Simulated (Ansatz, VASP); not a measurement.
**Sr: VASP beside Ansatz**

File POSCAR:

```
Sr
1.0
    4.3100000000      0.0000000000      0.0000000000
   -2.1550000000      3.7325690000      0.0000000000
    0.0000000000      0.0000000000      7.0500000000
Sr
2
Direct
    0.3333333333      0.6666666667      0.2500000000
    0.6666666667      0.3333333333      0.7500000000
```

Contents of INCAR.step1:

```
ALGO     = Normal         # electronic algorithm
EDIFF    = 1E-4           # SCF threshold, eV
ENCUT    = 520            # plane-wave cutoff, eV
GGA      = PE             # functional
ISMEAR   = 1              # smearing method
LASPH    = True           # aspherical terms in the spheres
LCHARG   = False          # write CHGCAR
LREAL    = False          # projectors in reciprocal space
LWAVE    = True           # write WAVECAR
NBANDS   = 17             # bands
NELM     = 100            # most SCF steps
PREC     = Accurate       # precision mode
SIGMA    = 0.1            # smearing width, eV
```

INCAR.step2

```
ALGO     = Normal         # electronic algorithm
EDIFF    = 1E-7           # SCF threshold, eV
ENCUT    = 520            # plane-wave cutoff, eV
ISIF     = 2              # what is computed and relaxed
ISMEAR   = 1              # smearing method
ISTART   = 1            
LASPH    = True           # aspherical terms in the spheres
LCHARG   = False          # write CHGCAR
LMIXTAU  = True         
LREAL    = False          # projectors in reciprocal space
LWAVE    = False          # write WAVECAR
METAGGA  = R2SCAN         # meta-GGA
NBANDS   = 17             # bands
NELM     = 100            # most SCF steps
PREC     = Accurate       # precision mode
SIGMA    = 0.1            # smearing width, eV
```

KPOINTS

```
k-points
0
Gamma
  4 4 2
```

Input for Ansatz:

```yaml
crystal:
  lattice:
    - [4.31, 0.0, 0.0]
    - [-2.155, 3.732569, 0.0]
    - [0.0, 0.0, 7.05]
  atoms:
    - { symbol: Sr, position: [0.3333333333333333, 0.6666666666666666, 0.25] }
    - { symbol: Sr, position: [0.6666666666666666, 0.3333333333333333, 0.75] }
basis:
  ecutwfc: 503.410645550778
kpoints:
  mp_grid:
    grid: [4, 4, 2]
hamiltonian:
  xc: r2scan
scf:
  occupations:
    method: methfessel_paxton
    width: 0.1
output:
  forces: true
  stress: true
```

This isn't the form of Sr at room conditions, which is fcc.

Alike in both runs: task single point; functional r2SCAN; k mesh 4 × 4 × 2; occupations methfessel-paxton of order 1, width 0.1 eV; no spin polarisation.

|  | VASP | Ansatz |
| --- | --- | --- |
| version | VASP 6.6.1 | Ansatz 0.2.0 |
| potentials or method | VASP PAW PBE potentials, release 64 (Sr_sv) | plane waves, PAW |
| plane-wave cutoff (eV) | 520 | 503 |
| valence electrons in the cell | 20 | 20 |

Ansatz gave:

```
pressure (GPa)                                  : 0.2
largest component of the traceless stress (GPa) : 1.23
```

Estimate VASP's values.

pressure (GPa): 0.2; largest component of the traceless stress (GPa): 1.22.

The functional is the same, so the differences come from potentials, cutoffs and numerics.

Caveats: the k mesh is coarse (spacing up to 0.45 Å⁻¹), so the values aren't converged; the PAW data sets were made with another functional, which shifts forces and pressure a little (VASP).
